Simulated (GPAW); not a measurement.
Crystal: MoP.

```xyz
2
Lattice="3.2230 0.0000 0.0000 -1.6115 2.7912 0.0000 0.0000 0.0000 3.1910" Properties=species:S:1:pos:R:3 pbc="T T T"
Mo    0.0000    0.0000    0.0000
P     0.0000    1.8608    1.5955
```

```yaml
Program: GPAW 26.7.0
Task: relaxation of cell and atoms
Functional: PBEsol
Dispersion: D3(BJ)
Potentials_or_basis: PAW data sets generated in the run's folder for this functional
Cutoff: 600 eV
Basis: pw
k_mesh: 10 × 10 × 8
Occupations: fermi-dirac, width 0.05 eV
Spin: no spin polarisation
```

At the start: pressure -9.9 GPa; volume 14.35 Å³/atom.

Problem. Where does the relaxation end?

Solution. Over 6 steps the energy falls by 19.2 meV/atom and the volume is 13.75 Å³/atom (-4.2 %); space group P-6m2 (No. 187, to 0.05 Å).

Step by step:
| step | energy change (eV) | largest force (eV/Å) | pressure (GPa) | volume (Å³) |
| --- | --- | --- | --- | --- |
| 1 | 0.0000 | 0.0000 | -9.92 | 28.71 |
| 2 | -0.0264 | 0.0000 | -5.66 | 28.16 |
| 3 | -0.0379 | 0.0000 | 0.26 | 27.49 |
| 4 | -0.0381 | 0.0000 | 0.00 | 27.51 |
| 5 | -0.0384 | 0.0000 | -0.22 | 27.52 |
| 6 | -0.0384 | 0.0000 | -0.09 | 27.50 |

Final structure:
```yaml
crystal:
  lattice:
    - [3.17230, 0.00000, 0.00000]
    - [-1.58615, 2.74729, 0.00000]
    - [0.00000, 0.00000, 3.15575]
  atoms:
    - { symbol: Mo, position: [0.00000, 0.00000, 0.00000] }
    - { symbol: P, position: [0.33333, 0.66667, 0.50000] }
```

Caveat: later steps reuse the first step's grids; pairwise dispersion overbinds metals, which lowers pressure and volume.
